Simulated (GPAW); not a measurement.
Crystal: GaP.

```
Ga P
1.0
     0.00000    2.72525    2.72525
     2.72525    0.00000    2.72525
     2.72525    2.72525    0.00000
Ga P
1 1
Direct
  0.00000 0.00000 0.00000
  0.75000 0.75000 0.75000
```

Base run:

| Property | Result |
| --- | --- |
| Program | GPAW 26.7.0 |
| Functional | PBE |
| Potentials or basis | GPAW PAW data sets (gpaw-data 1.2.1) |
| Cutoff | 450 eV |
| Basis | pw |
| k mesh | 7 × 7 × 7 |
| Occupations | fermi-dirac, width 0.05 eV |
| Spin | no spin polarisation |

Its results: band gap on the k mesh 1.61 eV, indirect (least direct gap 1.89 eV).

**Question.** The run is repeated on the same cell with these changes: functional from PBE to PBE0-1/3; k mesh from 7 × 7 × 7 to 4 × 4 × 4. What comes out?

**Answer.** Band gap on the k mesh 3.49 eV, indirect (least direct gap 4.11 eV).

Several settings changed at once, so the effect can't be laid on one alone.

Caveats: some runs use coarse meshes; an odd mesh through Γ misses points on the zone boundary, where band edges often lie (some runs); exact exchange converges slowly with the k mesh, and this mesh is small (some runs).
